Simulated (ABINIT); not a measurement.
The system is Na2S.

```xyz
3
Lattice="0.0000 3.2735 3.2735 3.2735 0.0000 3.2735 3.2735 3.2735 0.0000" Properties=species:S:1:pos:R:3 pbc="T T T"
S     0.0000    0.0000    0.0000
Na    4.9102    4.9102    4.9102
Na    1.6367    1.6367    1.6367
```

Base run:

- Program: ABINIT 10.8.3 (patched build)
- Functional: LDA
- Potentials or basis: JTH PAW LDA v2.0
- Cutoff: 1088 eV
- k mesh: 7 × 7 × 7
- Occupations: fermi-dirac, width 0.05 eV
- Spin: no spin polarisation

Its results: band gap on the k mesh 2.22 eV, direct; pressure -2.0 GPa.

The run is repeated on the same cell with these changes: functional from LDA to PBEsol; potentials or basis from JTH PAW LDA v2.0 to PseudoDojo NC SR PBEsol v0.4.1 standard; cutoff from 1088 eV to 1197 eV. What comes out?

Band gap on the k mesh 2.36 eV, direct; pressure -0.6 GPa.
